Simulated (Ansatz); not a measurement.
## Fe: from a trial structure to a relaxed crystal

Level of theory: DFT PBEsol, scalar-relativistic, plane waves, PAW (Ansatz 0.2.0). Cutoff 420 eV, Γ-centred k mesh, Gaussian smearing, no spin polarisation in the final step.

The start puts Fe on the lonsdaleite structure type (P6_3/mmc, No. 194), at a guessed volume.

```
Fe
1.0
     3.22097    0.00000    0.00000
    -1.61048    2.78944    0.00000
     0.00000    0.00000    5.31460
Fe
4
Direct
  0.33333 0.66667 0.43750
  0.66667 0.33333 0.93750
  0.66667 0.33333 0.56250
  0.33333 0.66667 0.06250
```

Cell and atoms relax at zero pressure; the relaxation can't lower the symmetry of the start. After a coarse first stage the cell is made exact in the group found at 0.06 Å.

Energies count from the standard state of Fe at the same level.

Describe the relaxed structure.

It keeps P6_3/mmc (No. 194). The result has the lonsdaleite structure. Conventional cell: a = 3.598 Å, c = 4.777 Å. Around Fe lie 4 Fe at 2.06–2.10 Å.

```
Fe
1.0
     3.59827    0.00000    0.00000
    -1.79914    3.11619    0.00000
     0.00000    0.00000    4.77726
Fe
4
Direct
  0.33333 0.66667 0.46579
  0.66667 0.33333 0.96579
  0.66667 0.33333 0.53421
  0.33333 0.66667 0.03421
```

What are its volume, energy, density and gap?

The volume per atom is 13.39 Å³, the density is 6.92 g/cm³ and the energy over the standard structure is 1.21 eV/atom. The gap on the 15×15×10 mesh is 0 eV (a metal).

The final run used a 15×15×10 mesh on its 4-atom cell and 0.10 eV smearing. For metals, differences of a few meV/atom aren't resolved. Symmetry constrained the relaxation, so the result can be a saddle point. The steps took roughly 60 core-seconds in all.